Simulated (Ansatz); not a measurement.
Predict the output of the script below (Ansatz's Python interface).

`alp.vasp`
```text
AlP
1.0
   0.00000000    2.72550000    2.72550000
   2.72550000    0.00000000    2.72550000
   2.72550000    2.72550000    0.00000000
Al P
1 1
Direct
   0.00000000    0.00000000    0.00000000
   0.25000000    0.25000000    0.25000000
```

The script, `partial_alp.py`:
```python
"""Densities of the top valence and bottom conduction bands of AlP."""

import itertools
import sys
import warnings

import ansatz as az
from ase.io import read
import numpy as np

warnings.simplefilter("ignore", az.DeckWarning)

atoms = read("alp.vasp", format="vasp")
structure = az.Crystal.from_ase(atoms)

setup = (
    structure.calculation()
    .functional(az.Functional.PBE, dispersion="d3bjatm")
    .pseudopotentials("paw")
    .kpoints(5, 5, 5)
    .occupations("fixed")
    .band_densities([("v1", "v1"), ("c1", "c1")])
)
try:
    done = setup.run(threads=1)
except az.NonConvergedError as error:
    sys.exit(f"no convergence: {error}")
except az.RefusalError as error:
    sys.exit(f"input refused: {error}")
r = done.report
# share of each window within a sphere about each atom, summed on the grid
cell = np.asarray(done.lattice.cell_ang)
for names, window in zip([("v1", "v1"), ("c1", "c1")], done.band_densities().windows):
    density = window.outcome.density
    rho = density.channels[0].density_e_per_ang3
    axes = density.fft_grid_basis @ cell
    points = np.stack(np.meshgrid(*(np.arange(n) / n for n in rho.shape), indexing="ij"), axis=-1)
    print("bands", names, "electrons", np.round(window.outcome.n_electrons, 3), "peak", round(float(rho.max()), 3), "e/A^3")
    for index, site in enumerate(done.lattice.sites):
        offset = points - np.asarray(site.position_ang) @ np.linalg.inv(axes)
        offset -= np.round(offset)
        distance = np.min([np.linalg.norm((offset + image) @ axes, axis=-1) for image in itertools.product((-1, 0, 1), repeat=3)], axis=0)
        print(f"   {index} {site.symbol:2s} {100 * rho[distance < 0.8].sum() / rho.sum():5.1f} % within 0.8 A")
```

```console
$ python partial_alp.py
bands ('v1', 'v1') electrons [2.] peak 0.214 e/A^3
   0 Al   2.7 % within 0.8 A
   1 P   17.0 % within 0.8 A
bands ('c1', 'c1') electrons [2.] peak 0.105 e/A^3
   0 Al   5.6 % within 0.8 A
   1 P    8.2 % within 0.8 A
```

Reading the output:
- Of the deposited cell: the entry's cell lengths or inner coordinates differ somewhat from later room-temperature determinations.
- The starting cell is as deposited in a crystallographic database; the results hold for this polymorph, which needn't be the stable one.
- The windows are summed over all k-points with every state counted as full, the empty ones too; where a window cuts a degenerate level its bands share the weight. Values near the nuclei depend on the potentials. Spheres that overlap count density twice, so shares are no populations.
- Wall time of the script: 2.2 s on 1 thread of AMD EPYC 7R43 64-Core Processor (Zen 3), on a shared host, peak memory 0.39 GiB.

(Lines on the test bed's own set-up are left out of the output.)
